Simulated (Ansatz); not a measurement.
Runs of Ansatz 0.2.0 on CdSe. Symmetry: F-43m, No. 216, cubic system. Conventional cell: a = 6.141 Å, b = 6.141 Å, c = 6.141 Å, α = 90.00°, β = 90.00°, γ = 90.00°. Cd (site symmetry -43m) has 4 Se at 2.66 Å as nearest neighbours. Around Se (site symmetry -43m) lie 4 Cd at 2.66 Å. Measurements of this composition are mostly on another form, of space group No. 186.

| task | level | potentials or basis | spin | cell | k mesh | cutoff (eV) | smearing | gap on the mesh (eV) | pressure (GPa) |
| --- | --- | --- | --- | --- | --- | --- | --- | --- | --- |
| single point | RPBE | all-electron LAPW, scalar-relativistic | off | as given | 8 × 8 × 8 | 266 | gaussian 0.05 eV | 0.73 | 3.2 |
| band structure | PBEsol | all-electron LAPW, relativistic spinors | SOC, no magnetisation | as given | 6 × 6 × 6 | 266 | fermi-dirac 0.05 eV | 0.30 | (b) |
| relaxation of cell and atoms | RPBE | all-electron LAPW, scalar-relativistic | off | relaxed | 8 × 8 × 8 | - | fermi-dirac 0.05 eV | 0.58 | 0.0 |
| band structure | BLYP | all-electron LAPW, scalar-relativistic | off | as given | 8 × 8 × 8 | 266 | fermi-dirac 0.05 eV | 0.47 | (a) |

Alike in all rows: basis error allowed 0.001 eV/atom.

**Question.** Estimate the missing entries.

**Answer.** (a) 4.0; (b) -1.4.

A k mesh can miss the band edges, and rows without SOC leave out spin-orbit coupling on Cd, Se.

Runs at the PBE level aren't shown here.
